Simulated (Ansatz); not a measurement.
## NiO: strain energy, fitted

NiO, Fm-3m, a = 4.116 Å. Ansatz: PBEsol, PAW, 420 eV, Γ-centred 18×18×12 mesh on 4 atoms, Gaussian smearing 0.10 eV; collinear spin, largest moment 1.0 μB. Series: strain along c alone, the other axes held, atoms fixed by symmetry; x is the strain in per cent. The axes a, b, c are those of the computed cell (2.911, 2.911, 4.116 Å), along [1 1 0], [-1 1 0], [0 0 1] of the cell named above. y is the free energy over the unstrained cell, V0 = 8.717 Å³/atom.

```
x (%) y (meV/atom)
 -6.0             ?
 -4.0         13.63
 -2.0          3.02
  0.0          0.00
  2.0          2.72
  4.0          9.39
  6.0         19.23
```

Task: Fit y = c2 x² + c3 x³ to the other rows, turn c2 into a modulus, and predict the missing energy.

Result: Least squares on the rows shown. y = 0.72253 x² − 0.031623 x³. In eV per unit strain² c2 is 7.225; this is C33 with relaxed ions (E = ½ C33 V0 ε²): 2 × 7.225 × 160.2 / (8.717) = 266 GPa. At x = -6.0 the fit asked for gives 32.84 meV/atom. The run gave 33.78 meV/atom, so the fit is 0.94 meV/atom too low, 2.8 % of the span of the series, against an rms of 0.10 meV/atom on the fitted rows. The row lies outside the fitted range. With a term in x⁴ added, a fit to the same known rows predicts 33.42 meV/atom, so most of the miss is curvature that the known rows already hold. The records add, with no proof that it causes the miss: the moment goes from 1.78 to 1.33 μB between the run one row down and this one.

Moments started parallel, and an antiferromagnetic order may lie lower.